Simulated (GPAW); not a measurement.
Write an ASE script for GPAW 26.7.0 that does the following.

| Property | Result |
| --- | --- |
| Task | single point |
| Functional | PBE |
| Potentials or basis | GPAW PAW data sets (gpaw-data 1.2.1) |
| Cutoff | 450 eV |
| Basis | pw |
| k mesh | 6 × 6 × 6 |
| Occupations | fermi-dirac, width 0.05 eV |
| Spin | no spin polarisation |
| Maxiter | 120 |
| Convergence | default |

PbS (Galena):

```
CELL_PARAMETERS angstrom
0.00000 2.96575 2.96575
2.96575 0.00000 2.96575
2.96575 2.96575 0.00000
ATOMIC_POSITIONS crystal
Pb 0.00000 0.00000 0.00000
S 0.50000 0.50000 0.50000
```

One way to write it, as run:

run.py

```python
from ase import Atoms
from ase.dft.bandgap import bandgap
from ase.io import write
from ase.units import GPa
from gpaw import GPAW, PW

atoms = Atoms(['Pb', 'S'],
              cell=[[0.0, 2.96575, 2.96575],
                    [2.96575, 0.0, 2.96575],
                    [2.96575, 2.96575, 0.0]],
              scaled_positions=[[0.0, 0.0, 0.0],
                                [0.5, 0.5, 0.5]],
              pbc=True)

calc = GPAW(mode=PW(450),
            xc='PBE',
            kpts={'size': (6, 6, 6), 'gamma': True},
            occupations={'name': 'fermi-dirac', 'width': 0.05},
            nbands=19,
            maxiter=120,
            txt='gpaw.txt')
atoms.calc = calc
energy = atoms.get_potential_energy()
forces = atoms.get_forces()
stress = atoms.get_stress()
calc.write('gs.gpw')
write('result.traj', atoms)
print(f'Energy: {energy:.6f} eV')
print('Forces (eV/A):')
print(forces.round(4))
print('Stress (GPa):', (stress / GPa).round(3))
print('Fermi level:', round(calc.get_fermi_level(), 4), 'eV')
print(f'Gap: {bandgap(calc)[0]:.4f} eV, direct: {bandgap(calc, direct=True)[0]:.4f} eV')
```

Potentials or basis: GPAW PAW data sets (gpaw-data 1.2.1), pw.

Command:

```sh
$ OMP_NUM_THREADS=1 python run.py
```

It gave:

| Property | Result |
| --- | --- |
| Pressure | 1.4 GPa |
| Band gap on the k mesh | 0.31 eV, direct |

Caveat: the cutoff is short for stress and forces, so pressures can be off by a GPa or more; spin-orbit coupling is left out, which as a rule narrows the gap of such compounds by several tenths of an eV.

It took 6.7 s on 1 thread of AMD EPYC 7R43 64-Core Processor (Zen 3) (shared host), peak memory 0.14 GiB.
